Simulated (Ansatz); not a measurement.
Runs of Ansatz 0.2.0 on SnSe. It takes space group F-43m (No. 216, cubic). Conventional cell: a = 6.782 Å, b = 6.782 Å, c = 6.782 Å, α = 90.00°, β = 90.00°, γ = 90.00°. Sn (site symmetry -43m) is surrounded by 4 Se at 2.94 Å. Se (site symmetry -43m) has 4 Sn at 2.94 Å as nearest neighbours. The cell was built by a generator and needn't be a form met in nature.

| task | level | cell | k mesh | cutoff (eV) | share of exact exchange | mesh quality | gap on the mesh (eV) | pressure (GPa) | relaxed volume (Å³/atom) |
| --- | --- | --- | --- | --- | --- | --- | --- | --- | --- |
| relaxation of cell and atoms | PBE+D3(BJ) | relaxed | 7 × 7 × 7 | 420 | - | not flagged | 0.25 | 0.0 | (b) |
| relaxation of cell and atoms | PBE+D3(BJ)-ATM | relaxed | 7 × 7 × 7 | 420 | - | not flagged | 0.25 | 0.0 | (a) |
| single point | r2SCAN0 form with a typed share of exact exchange | as given | 4 × 4 × 4 | 500 | 0.1 | not flagged | 0.47 | -1.0 | - |
| single point | r2SCAN0 form with a typed share of exact exchange | as given | 4 × 4 × 4 | 500 | 0 | coarse | - | -1.0 | - |
| relaxation of cell and atoms | PBE+D4 | relaxed | 7 × 7 × 7 | 420 | - | not flagged | 0.19 | 0.0 | 37.37 |
| single point | r2SCAN0 form with a typed share of exact exchange | as given | 4 × 4 × 4 | 500 | 0.35 | not flagged | 1.40 | -1.1 | - |
| relaxation of cell and atoms | PBE | relaxed | 7 × 7 × 7 | 420 | - | not flagged | 0.30 | 0.0 | 38.99 |
| single point | r2SCAN0 form with a typed share of exact exchange | as given | 4 × 4 × 4 | 500 | 0.5 | not flagged | 2.00 | -1.2 | - |

Alike in all rows: potentials or basis Ansatz PAW; no spin polarisation; smearing fermi-dirac 0.05 eV.

Q: Estimate the missing entries.

A: (a) 38.25; (b) 38.20.

Caveats: some runs use coarse meshes; spin-orbit coupling is left out, which moves the levels of the heavy elements (some runs); odd divisions of the mesh miss points on the zone boundary, where band edges often lie, so the gap on the mesh can be too wide (some runs); the plane-wave basis is chosen anew once the cell has moved, so the energies of steps on either side of that aren't comparable (some runs); the PAW data sets come from PBE, with cores solved anew for the run's functional, which leaves a small shift of forces and pressure (some runs); the thresholds are loose for stress (some runs).

A k mesh can miss the band edges, and the runs leave out spin-orbit coupling on Se, Sn.
